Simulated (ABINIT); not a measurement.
Runs of ABINIT 10.8.3 (patched build) on ZnSe (Stilleite). Symmetry: F-43m, No. 216, cubic system. Conventional cell: a = 5.668 Å, b = 5.668 Å, c = 5.668 Å, α = 90.00°, β = 90.00°, γ = 90.00°. Around Se (site symmetry -43m) lie 4 Zn at 2.45 Å. Around Zn (site symmetry -43m) lie 4 Se at 2.45 Å. 

```tsv
task	level	potentials or basis	k mesh	cutoff (eV)	fine-grid cutoff	mesh quality	gap on the mesh (eV)	V0 of scaled cells (Å³/atom)	B0 (GPa)
single point	LDA	JTH PAW LDA v2.0	5 × 5 × 5	544	1088.46 eV	not flagged	1.03	-	-
band structure	PBE	SPMS NC PBE v1.0	8 × 8 × 8	925	-	not flagged	(b)	-	-
band structure	PBEsol	JTH PAW PBE v2.0	8 × 8 × 8	544	1088.46 eV	not flagged	1.17	-	-
single point	LDA	JTH PAW LDA v2.0	6 × 6 × 6	544	1088.46 eV	not flagged	1.03	-	-
single point	PBEsol	JTH PAW PBE v2.0	6 × 6 × 6	544	1088.46 eV	not flagged	1.17	-	-
single point	LDA	JTH PAW LDA v2.0	3 × 3 × 3	544	1088.46 eV	coarse	0.97	-	-
single point	r2SCAN	JTH PAW PBE v2.0	3 × 3 × 3	653	1251.72 eV	coarse	1.82	-	-
band structure	LDA-VWN	JTH PAW LDA v2.0	8 × 8 × 8	544	1088.46 eV	not flagged	1.03	-	-
equation of state	PBE+D3	JTH PAW PBE v2.0	8 × 8 × 8	544	1088.46 eV	not flagged	-	(a)	65
equation of state	PBE	JTH PAW PBE v2.0	8 × 8 × 8	544	1088.46 eV	not flagged	-	(c)	58
single point	PBEsol	JTH PAW PBE v2.0	5 × 5 × 5	544	1088.46 eV	not flagged	1.16	-	-
band structure	SOGGA	JTH PAW PBE v2.0	8 × 8 × 8	544	1088.46 eV	not flagged	1.18	-	-
```

Alike in all rows: no spin polarisation; cell as given; smearing fermi-dirac 0.05 eV.

Q: Fill in the values left out.

A: (a) 22.65; (b) 1.28; (c) 23.55.

Caveats: some runs use coarse meshes; the PAW data sets were made with another functional, which shifts forces and pressure a little (some runs); an odd mesh through Γ misses points on the zone boundary, where band edges often lie (some runs); pressures at fixed basis lie under the slope of the energies (some runs).

A k mesh can miss the band edges, and the runs leave out spin-orbit coupling on Se.

Not every run made on this cell is shown here.
